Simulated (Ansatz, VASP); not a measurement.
Cs: VASP beside Ansatz

```
CELL_PARAMETERS angstrom
5.52791 0.00000 0.00000
0.23128 5.52307 0.00000
0.00000 0.00000 20.82618
ATOMIC_POSITIONS crystal
Cs 0.50000 0.50000 0.40814
Cs 0.00000 0.00000 0.59186
```

Alike in both runs: functional PBE; k mesh 5 × 5 × 1; occupations gaussian, width 0.1 eV; no spin polarisation.

Ansatz relaxed the structure, and its values are those at the end. VASP's run is a single point on that final structure, the one shown.

```csv
,VASP,Ansatz
version,VASP 6.6.1,Ansatz 0.2.0
potentials or method,"VASP PAW PBE potentials, release 64 (Cs_sv)","scalar-relativistic, plane waves, PAW"
plane-wave cutoff (eV),520,420
valence electrons in the cell,18,18
```

VASP gave:

| Quantity | Value |
| --- | --- |
| gap on the k mesh at the Fermi level (eV) | none |
| rms of the force components (eV/Å) | 0.003 |
| work function, face that differs most (eV) | 1.90 |

Task: Which values does Ansatz return?

Result: gap on the k mesh at the Fermi level (eV): none; rms of the force components (eV/Å): 0.003; work function, face that differs most (eV): 2.09.

A gap of «none» marks a metal or a gap that the smearing closes. Ansatz warned: «xc_potential_rough_in_thin_density».

Spin-orbit coupling is left out, which matters for the levels of Cs.
